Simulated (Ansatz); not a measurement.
**Band gap (eV)**

Cell A: CsSnI3 (Pnma), 20 atoms in the cell, k-point mesh 4×4×3 on the run's own vectors. Conventional cell: a = 8.938 Å, b = 12.511 Å, c = 8.697 Å, α = β = γ = 90.00°.

Cell B: CsPbI3 (Pnma), 20 atoms in the cell, k-point mesh 4×4×3 on the run's own vectors. Conventional cell: a = 9.1117 Å, b = 12.6603 Å, c = 8.7234 Å, α = 90.00°, β = 90.00°, γ = 90.00°.

Plane-wave PAW calculations with Ansatz (a quantum-chemistry and plane-wave program), its default PAW set, cutoff 420 eV, 500 eV for r2SCAN. The structures are at rest with PBE; other levels are single points on them. HSE06 runs on coarser k-point meshes, which give the PBE gaps of the finer ones within 0.03 eV. Neutral cells; Fermi-Dirac smearing of at most 0.05 eV in the solids, energies taken to zero width. The lattices are those relaxed with PBE, so at other levels the solids can be strained, which adds to the spread. Larger cells are relaxed from a start prepared with the learned potential CHGNet, on a coarser mesh till forces fall under 0.03 eV/Å, which some starts already meet. Cells are local rest points, mostly with their start's symmetry. Spin-orbit coupling is left out. A dispersion term ran beside these levels; it doesn't touch the electrons. Gaps are highest filled to lowest empty Kohn-Sham level on the run's k-point mesh, states of defects and surfaces included; edges off the mesh make the true gap smaller, and under 0.08 eV counts as none.

| cell | PBE | r2SCAN | HSE06 |
|---|---|---|---|
| A | 0.86 | 1.00 | ___ |
| B | 1.83 | 2.15 | 2.38 |

Q: Complete the blanks.

A: 
- A, HSE06: 1.25
